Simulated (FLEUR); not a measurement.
## BAs: equation of state with r2SCAN

**Experimental background.**

From “Basic Physical Properties of Cubic Boron Arsenide”, 2019, arxiv:1911.11281, for a bulk crystal of BAs: bulk modulus 148 GPa.

The system is BAs.

```xyz
2
Lattice="0.0000 2.3885 2.3885 2.3885 0.0000 2.3885 2.3885 2.3885 0.0000" Properties=species:S:1:pos:R:3 pbc="T T T"
As    3.5827    3.5827    3.5827
B     0.0000    0.0000    0.0000
```

```json
{
 "Program": "FLEUR MaX-R8.1 (later development tree)",
 "Task": "equation of state",
 "Functional": "r2SCAN",
 "Potentials or basis": "all-electron",
 "Basis": "FLAPW",
 "Kmax": "4.92 1/bohr",
 "k mesh": "10 × 10 × 10",
 "Occupations": "fermi-dirac, width 0.05 eV",
 "Spin": "no spin polarisation"
}
```

```yaml
Equilibrium_volume: 13.69 Å³/atom
Bulk_modulus: 140 GPa
```

Energy against volume, from the lowest point:
| volume (Å³/atom) | energy (meV/atom) |
| --- | --- |
| 12.809 | 27.87 |
| 13.081 | 12.76 |
| 13.626 | 0.00 |
| 14.171 | 6.73 |
| 14.444 | 16.30 |

A measured bulk modulus of BAs is 148 GPa (quoted in “Basic Physical Properties of Cubic Boron Arsenide”, 2019, arxiv:1911.11281); the calculated 140 GPa misses it by -5.2 %. The fit is for a static lattice scaled at fixed shape and fixed fractional positions.

Caveat: the meta-GGA is that of a development version, with a GGA for the radial functions and cores and without core tails.
